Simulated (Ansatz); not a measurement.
CuAl2: changing the dispersion correction

The cell as given:

Symmetry: P4/mmm, No. 123, tetragonal system. The conventional cell has a = 4.105 Å, b = 4.105 Å, c = 2.891 Å, α = 90.00°, β = 90.00°, γ = 90.00°. Around Cu (site symmetry 4/mmm) lie 8 Al at 2.51 Å. Around Al (site symmetry mmm) lie 4 Cu at 2.51 Å.

The cell comes from a database or a generator and needn't be the stable form of this composition.

Kept alike: task relaxation of cell and atoms; functional PBEsol; k mesh 7 × 7 × 9; occupations fermi-dirac, width 0.05 eV; no spin polarisation. Program: Ansatz, Ansatz PAW, cutoff 420 eV. The mesh is that of the run's cell of 3 atoms. No spin-orbit coupling.

```csv
dispersion correction,volume (Å³/atom),first edge of the run's cell (Å),third edge of the run's cell (Å)
D3(BJ),15.279,4.035,2.815
D3(BJ)-ATM,15.365,4.043,2.820
D4,15.511,4.056,2.828
none,15.840,4.086,2.846
```

The relaxations keep at least the cell's symmetry (P4/mmm). For a metal such a mesh leaves the last digits unconverged. Relaxations stop with a little pressure left, so the last digits of a volume or edge aren't settled. All rows use potentials made for PBE.

The volume runs from 15.279 (D3(BJ)) to 15.840 Å³/atom (none). Against no correction: D3(BJ) -3.5 %; D3(BJ)-ATM -3.0 %; D4 -2.1 %. Dispersion terms mostly attract and so lower the volume; the schemes' coefficients and damping set how far. The first edge of the run's cell runs from 4.035 (D3(BJ)) to 4.086 Å (none). The third edge of the run's cell runs from 2.815 (D3(BJ)) to 2.846 Å (none).
